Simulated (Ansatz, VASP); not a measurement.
Two plane-wave programs on F

```
F
1.0
     3.03099   -1.73390   -0.14182
     3.03099    1.73390   -0.14182
    -2.06530    0.00000    7.41133
F
4
Direct
  0.07367 0.07367 0.09331
  0.92633 0.92633 0.90669
  0.50183 0.50183 0.59360
  0.49817 0.49817 0.40640
```

Alike in both runs: task relaxation of shape and atoms at fixed volume; functional PBE; dispersion D3(BJ); k mesh 8 × 8 × 4; occupations gaussian, width 0.02 eV; no spin polarisation.

```csv
,VASP,Ansatz
version,VASP 6.6.1,Ansatz 0.2.0
potentials or method,"VASP PAW PBE potentials, release 64 (F)","scalar-relativistic, plane waves, PAW"
plane-wave cutoff (eV),600,420
valence electrons in the cell,28,28
```

```tsv
	VASP	Ansatz	Ansatz less VASP
gap on the k mesh at the Fermi level, each at its own relaxed structure (eV)	2.77	2.94	+0.178
relaxed volume (Å³/atom)	19.22	19.22	0.000
relaxed cell length with the largest relative difference (Å)	7.452	7.618	+0.1664
energy change over the relaxation (meV/atom)	-1	-3	-1.7
```

A k mesh can miss the band edges. Expect the measured gap to be larger: semilocal functionals such as PBE lack the derivative discontinuity.
